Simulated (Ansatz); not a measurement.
# GdN (rocksalt structure): what the numbers say

**The experiment.** The Crystallography Open Database holds a cell as deposited of cubic GdN (space group Fm-3m), temperature not stated (1963): a = 4.999 Å, 15.62 Å³/atom.

Method: PBE+U (U_eff = 6 eV on Gd 4f), scalar-relativistic; collinear spin; PAW, 420 eV, Γ-centred 10×10×10 mesh, 0.05 eV Gaussian smearing; code Ansatz; PAW files: Ansatz's generated set soft_2.

The start was a prototype's sites filled with these elements; the Crystallography Open Database holds the compound in this structure.

The relaxed structure (symmetry read at 0.01 Å). The structure is cubic, space group Fm-3m (No. 225). The conventional cell has a = 5.002 Å, b = 5.002 Å, c = 5.002 Å, α = 90.00°, β = 90.00°, γ = 90.00°. Gd (site symmetry m-3m) has 6 N at 2.50 Å as nearest neighbours. Around N (site symmetry m-3m) lie 6 Gd at 2.50 Å. (Neighbours are counted to 15 % beyond the shortest distance.)

**Question.** Should it be a metal or an insulator?

**Answer.** Formal charges Gd³⁺, N³⁻ leave Gd³⁺ with an open 4f⁷ shell. Exchange should fill one spin channel of a half-filled shell and leave an insulator, so a metal points to the functional or the structure. The run still finds no gap: within 0.1 eV of the Fermi level the projected states are 73 % N 2p, 25 % Gd 5d.

**Question.** What moment should the f shell carry?

**Answer.** Hund's first rule gives Gd³⁺ with 7 f electrons 7 unpaired spins, a spin moment of 7 μB; the run has 6.94 μB on Gd (atomic spheres) and 7.04 f electrons on orthogonalised orbitals. The moment is close to the ion's, so in this run the shell is localised and nearly fully polarised.

**Question.** How ionic is it?

**Answer.** Bader charges against formal ones: Gd +1.78 (+3), N −1.78 (−3). The cations give up 59 % of the formal charge; Bader charges stay under formal ones because the anions' density reaches into the cations' basins, the more so the higher the formal charge and the softer the anion.

**Question.** How stiff is it, in energy terms?

**Answer.** B0·V0 = 149.5 GPa × 15.64 Å³ = 14.60 eV/atom sets the scale: near the minimum ΔE ≈ ½ B0 V0 x², with x = V/V0 − 1, and a pressure of 1.5 GPa squeezes the volume by about 1 %. At the ends of the curve: x = −5.5 % predicts 22.0 meV/atom and the run gives 24.3; x = +10.0 % predicts 73.2 meV/atom and the run gives 61.9. The curve is steeper than the parabola on the compressed side and flatter on the expanded side: the bulk modulus rises with pressure.

All results together:

| Item | Value |
| --- | --- |
| Volume | 15.65 Å³/atom |
| Band gap | zero (metallic) |
| Density of states at the Fermi level | 0.03 states/(eV·atom) (so small a value isn't resolved on this mesh) |
| Magnetic state | ferromagnetic |
| Site spin moments | Gd 6.94; N -0.14 μB |
| Spin moment of the cell | 7.00 μB |
| Bader charges | Gd 1.78; N -1.78 e |
| f electrons (orthogonalised atomic orbitals) | Gd 7.04 |
| Bulk modulus (Birch–Murnaghan) | 150 GPa |
| Pressure derivative B0′ | 4.3 |

**Comparison.** The computed cell (5.002 Å, 15.65 Å³/atom) differs from the database's by +0.2 % in volume, about +0.1 % in length. Agreement this close is partly luck: the calculation is for a static lattice, the crystal has zero-point motion and thermal expansion.

These numbers lack spin–orbit coupling. The run wasn't fully tested for a lower electronic state. Site moments are of spin, integrated over atomic spheres. A U of this size is made for insulators; in a metal, as here, it tends to take f weight out of the bonding and to swell the cell.
